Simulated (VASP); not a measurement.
# Y in VASP: single point with PBEsol

Aim: the single point of Y with PBEsol.

Program: VASP 6.6.1. These are calculated values, not measurements. Logs are shortened: lines on timing, memory, paths and dates and some standing lists are left out, and cuts for length are marked.

## Step 1: Starting point

The cell holds a wire with vacuum, 2 atoms: a = 9.000 Å, b = 9.300 Å, c = 6.264 Å, α = 90.00°, β = 90.00°, γ = 90.00°.

## Step 2: Single point, PBEsol, collinear spin, typed start

Input file INCAR:

```
  ALGO = Normal
  EDIFF = 1E-6
  ENCUT = 520
  GGA = PS
  ISIF = 2
  ISMEAR = 0
  ISPIN = 2
  LASPH = T
  LCHARG = F
  LMAXMIX = 4
  LORBIT = 11
  LREAL = F
  LWAVE = F
  MAGMOM = 1.5 1.5
  NBANDS = 22
  NELM = 150
  PREC = Accurate
  SIGMA = 0.05
```

Input file KPOINTS:

```
k-points
0
Gamma
  1 1 11
```

Input file POSCAR:

```
Y
1.0
    9.0000000000      0.0000000000      0.0000000000
    0.0000000000      9.3000000000      0.0000000000
    0.0000000000      0.0000000000      6.2643267306
Y
2
Direct
    0.5000000000      0.5000000000      0.0000000000
    0.5000000000      0.5000000000      0.4650000000
```

Potentials or basis: VASP PAW PBE potentials, release 64 (Y_sv).

Run with:

```sh
> cat potpaw_PBE.64/Y_sv/POTCAR > POTCAR
> mpirun -np 1 vasp_std > vasp.out
```

OUTCAR:

```text
EDIFF = 1E-6
   ENCUT = 520
   GGA = PS
   ISIF = 2
   ISMEAR = 0
   ISPIN = 2
   LASPH = T
   LORBIT = 11
   LREAL = F
   NELM = 150
   PREC = Accurate

 ion  position               nearest neighbor table
   1  0.500  0.500  0.000-   2 2.91   2 3.35
   2  0.500  0.500  0.465-   1 2.91   1 3.35

  LATTYP: Found a simple orthorhombic cell.
 ALAT       =     6.2643267306
 B/A-ratio  =     1.4367066705
 C/A-ratio  =     1.4845968928

  Lattice vectors:

 A1 = (   0.0000000000,   0.0000000000,   6.2643267306)
 A2 = (   9.0000000000,   0.0000000000,   0.0000000000)
 A3 = (   0.0000000000,   9.3000000000,   0.0000000000)

Analysis of symmetry for initial positions (statically):
=====================================================================
 Subroutine PRICEL returns:
 Original cell was already a primitive cell.

 Routine SETGRP: Setting up the symmetry group for a
 simple orthorhombic supercell.

 Subroutine GETGRP returns: Found  8 space group operations
 (whereof  4 operations were pure point group operations)
 out of a pool of  8 trial point group operations.

The static configuration has the point symmetry C_2v.
 The point group associated with its full space group is D_2h.

Analysis of symmetry for dynamics (positions and initial velocities):
=====================================================================
 Subroutine PRICEL returns:
 Original cell was already a primitive cell.

 Routine SETGRP: Setting up the symmetry group for a
 simple orthorhombic supercell.

 Subroutine GETGRP returns: Found  8 space group operations
 (whereof  4 operations were pure point group operations)
 out of a pool of  8 trial point group operations.

The dynamic configuration has the point symmetry C_2v.
 The point group associated with its full space group is D_2h.

Analysis of structural, dynamic, and magnetic symmetry:
=====================================================================
 Subroutine PRICEL returns:
 Original cell was already a primitive cell.

 Routine SETGRP: Setting up the symmetry group for a
 simple orthorhombic supercell.

 Subroutine GETGRP returns: Found  8 space group operations
 (whereof  4 operations were pure point group operations)
 out of a pool of  8 trial point group operations.

The overall configuration has the point symmetry C_2v.
 The point group associated with its full space group is D_2h.

 Subroutine INISYM returns: Found  8 space group operations
 (whereof  4 operations are pure point group operations),
 and found     1 'primitive' translations

----------------------------------------------------------------------------------------

                                     Primitive cell

  volume of cell :     524.3241

  direct lattice vectors                    reciprocal lattice vectors
     9.000000000  0.000000000  0.000000000     0.111111111  0.000000000  0.000000000
     0.000000000  9.300000000  0.000000000     0.000000000  0.107526882  0.000000000
     0.000000000  0.000000000  6.264326731     0.000000000  0.000000000  0.159634074

  length of vectors
     9.000000000  9.300000000  6.264326731     0.111111111  0.107526882  0.159634074

  position of ions in fractional coordinates (direct lattice)
     0.500000000  0.500000000  0.000000000
     0.500000000  0.500000000  0.465000000

  ion indices of the primitive-cell ions
   primitive index   ion index
                 1           1
                 2           2

----------------------------------------------------------------------------------------

 KPOINTS: k-points

Automatic generation of k-mesh.
 Grid dimensions read from file:
 generate k-points for:    1    1   11

 Generating k-lattice:

  Cartesian coordinates                     Fractional coordinates (reciprocal lattice)
     0.111111111  0.000000000  0.000000000     1.000000000  0.000000000  0.000000000
     0.000000000  0.107526882  0.000000000     0.000000000  1.000000000  0.000000000
     0.000000000  0.000000000  0.014512189     0.000000000  0.000000000  0.090909091

  Length of vectors
     0.111111111  0.107526882  0.014512189

  Shift w.r.t. Gamma in fractional coordinates (k-lattice)
     0.000000000  0.000000000  0.000000000

 Subroutine IBZKPT returns following result:
 ===========================================

 Found      6 irreducible k-points:

 Following reciprocal coordinates:
            Coordinates               Weight
  0.000000  0.000000  0.000000      1.000000
  0.000000  0.000000  0.090909      2.000000
  0.000000  0.000000  0.181818      2.000000
  0.000000  0.000000  0.272727      2.000000
  0.000000  0.000000  0.363636      2.000000
  0.000000  0.000000  0.454545      2.000000
   k-points           NKPTS =      6   k-points in BZ     NKDIM =      6   number of bands    NBANDS=     22
   number of dos      NEDOS =    301   number of ions     NIONS =      2
   total plane-waves  NPLWV = 235200
   dimension x,y,z NGX =    70 NGY =   70 NGZ =   48
   dimension x,y,z NGXF=   140 NGYF=  140 NGZF=   96
   ions per type =               2
   NGX,Y,Z   is equivalent  to a cutoff of  12.93, 12.51, 12.74 a.u.
   NGXF,Y,Z  is equivalent  to a cutoff of  25.86, 25.03, 25.48 a.u.
 SYSTEM =  unknown system
   PREC   = accura    normal or accurate (medium, high low for compatibility)
   ISTART =      0    job   : 0-new  1-cont  2-samecut
   ICHARG =      2    charge: 1-file 2-atom 10-const
   ISPIN  =      2    spin polarized calculation?
   LNONCOLLINEAR =      F non collinear calculations
   LSORBIT =      F    spin-orbit coupling
   LASPH  =      T    aspherical Exc in radial PAW
   ENCUT  =  520.0 eV  38.22 Ry    6.18 a.u.  16.73 17.29 11.65*2*pi/ulx,y,z
   NELM   =    150;   NELMIN=  2; NELMDL= -5     # of ELM steps
   EDIFF  = 0.1E-05   stopping-criterion for ELM
   LREAL  =      F    real-space projection
   EDIFFG = 0.1E-04   stopping-criterion for IOM
   NSW    =      0    number of steps for IOM
   IBRION =     -1    ionic relax: 0-MD 1-quasi-New 2-CG
   NFREE  =      0    steps in history (QN), initial steepest desc. (CG)
   ISIF   =      2    stress and relaxation
   ISYM   =      2    0-nonsym 1-usesym 2-fastsym
   POTIM  = 0.5000    time-step for ionic-motion
   TEBEG  =    0.0;   TEEND  =   0.0 temperature during run
   PSTRESS=    0.0 pullay stress
   NELECT =      22.0000    total number of electrons
   NUPDOWN=      -1.0000    fix difference up-down
   EMIN   =  10.00;   EMAX   =-10.00  energy-range for DOS
   EFERMI =   0.00;   METHOD = LEGACY
   ISMEAR =     0;   SIGMA  =   0.05  broadening in eV -4-tet -1-fermi 0-gaus
   EFERMI_NEDOS =   21; number of points for ismear=-14 and -15
   IALGO  =     38    algorithm
   IMIX   =      4    mixing-type and parameters
     AMIX     =   0.40;   BMIX     =  1.00
     AMIX_MAG =   1.60;   BMIX_MAG =  1.00
  volume/ion in A,a.u.               =     262.16      1769.16
  Fermi-wavevector in a.u.,A,eV,Ry     =   0.568874  1.075015  4.403079  0.323617
  Thomas-Fermi vector in A             =   1.608280
   LORBIT       =     11    0 simple, 1 ext, 2 COOP (PROOUT), +10 PAW based schemes
   GGA     = PS    functional components
   LHFCALC =     F    Hartree Fock is set to
   AEXX    =    0.0000 exact exchange contribution
   IVDW    =     0    specifies the selected vdW correction
   LEPSILON=     F    determine dielectric tensor
   LRPA    =     F    only Hartree local field effects (RPA)
 spin polarized calculation
 Gauss-broadening in eV      SIGMA  =   0.05
  energy-cutoff  :      520.00
  volume of cell :      524.32
 maximum number of plane-waves:     14151
 NGX is ok and might be reduce to    70
   NGX = 33   NGY = 35   NGZ = 23

 number of electron      22.0000000 magnetization       1.9999928

 Free energy of the ion-electron system (eV)
  ---------------------------------------------------
  ext. energy  EPLUGINS =         0.00000000
  ---------------------------------------------------
  free energy    TOTEN  =        -7.32450391 eV

  energy without entropy =       -7.31888705  energy(sigma->0) =       -7.32169548

 E-fermi :  -1.9909     XC(G=0):  -2.7088

 val. band max:       -2.0043249640   @ k =   0.0000   0.0000   0.1818
 cond. band min:      -1.9461882300   @ k =   0.0000   0.0000   0.3636
 fundamental gap:      0.0581367339
 Fermi energy:        -1.9909023722

 spin component 1

 k-point     1 :       0.0000    0.0000    0.0000
  band No.  band energies     occupation
      1     -45.8666      1.00000
      2     -45.7330      1.00000
      3     -26.1988      1.00000
      4     -26.0053      1.00000
      5     -26.0015      1.00000
      6     -25.8674      1.00000
[... 14 lines left out ...]
     21       0.6266      0.00000
     22       1.4899      0.00000
[... 101 lines left out ...]
 k-point     6 :       0.0000    0.0000    0.4545
  band No.  band energies     occupation
      1     -45.8441      1.00000
      2     -45.7562      1.00000
      3     -25.9774      1.00000
      4     -25.9737      1.00000
      5     -25.9583      1.00000
      6     -25.8962      1.00000
[... 14 lines left out ...]
     21       0.8213      0.00000
     22       0.8655      0.00000
 Fermi energy:        -1.9909023722

 spin component 2

 k-point     1 :       0.0000    0.0000    0.0000
  band No.  band energies     occupation
      1     -45.6111      1.00000
      2     -45.4859      1.00000
      3     -25.7512      1.00000
      4     -25.7488      1.00000
      5     -25.7149      1.00000
      6     -25.6230      1.00000
[... 14 lines left out ...]
     21       0.7628      0.00000
     22       1.6292      0.00000
[... 102 lines left out ...]
  band No.  band energies     occupation
      1     -45.5898      1.00000
      2     -45.5079      1.00000
      3     -25.7238      1.00000
      4     -25.7214      1.00000
      5     -25.6512      1.00000
      6     -25.6489      1.00000
[... 14 lines left out ...]
     21       1.2222      0.00000
     22       1.2787      0.00000

------------------------ aborting loop because EDIFF is reached ----------------------------------------

  FORCE on cell =-STRESS in cart. coord.  units (eV):
  Direction    XX          YY          ZZ          XY          YZ          ZX
  --------------------------------------------------------------------------------------
  -------------------------------------------------------------------------------------
  Total       -0.2548070     -0.1921591     -1.9711065      0.0000000      0.0000000      0.0000000
  in kB       -0.7786137     -0.5871805     -6.0231104      0.0000000      0.0000000      0.0000000
  external PRESSURE =      -2.4629682 kB  Pullay stress =       0.0000000 kB

 VOLUME and BASIS-vectors are now :
 -----------------------------------------------------------------------------
  energy-cutoff  :      520.00
  volume of cell :      524.32
      direct lattice vectors                 reciprocal lattice vectors
     9.000000000  0.000000000  0.000000000     0.111111111  0.000000000  0.000000000
     0.000000000  9.300000000  0.000000000     0.000000000  0.107526882  0.000000000
     0.000000000  0.000000000  6.264326731     0.000000000  0.000000000  0.159634074

 POSITION                                       TOTAL-FORCE (eV/Angst)
 -----------------------------------------------------------------------------------
      4.50000      4.65000      0.00000         0.000000      0.000000      0.256595
      4.50000      4.65000      2.91291         0.000000      0.000000     -0.256595
 -----------------------------------------------------------------------------------
    total drift:                                0.000000      0.000000      0.000003

  FREE ENERGIE OF THE ION-ELECTRON SYSTEM (eV)
  ---------------------------------------------------
  free  energy   TOTEN  =        -7.3245039064 eV

  energy  without entropy=       -7.3188870538  energy(sigma->0) =       -7.32169548

 total charge

# of ion       s       p       d       f       tot
--------------------------------------------------
    1        2.308   6.008   1.011   0.007   9.335
    2        2.308   6.008   1.011   0.007   9.335
--------------------------------------------------
tot          4.616  12.017   2.023   0.014  18.669

 magnetization (x)

# of ion       s       p       d       f       tot
--------------------------------------------------
    1        0.029   0.072   0.492   0.004   0.597
    2        0.029   0.072   0.492   0.004   0.597
--------------------------------------------------
tot          0.057   0.144   0.983   0.009   1.194
```

Wall time 2 min (1 thread of Intel Xeon 6975P-C (Granite Rapids), shared host); peak memory 0.74 GiB.

What came out:

```
Free energy                                           : -7.3245 eV
Largest force                                         : 0.257 eV/Å
Band gap on the k mesh                                : none (metal or under the smearing width)
Net moment                                            : 2.00 μB per cell
Site moments                                          : Y +0.60 μB
Valence electrons inside the program's atomic spheres : Y 9.34
```

Forces on the atoms (eV/Å):
```
Y    0.000  0.000  0.257
Y    0.000  0.000 -0.257
```

Caveat: the PAW data sets were made with another functional, which shifts forces and pressure a little.
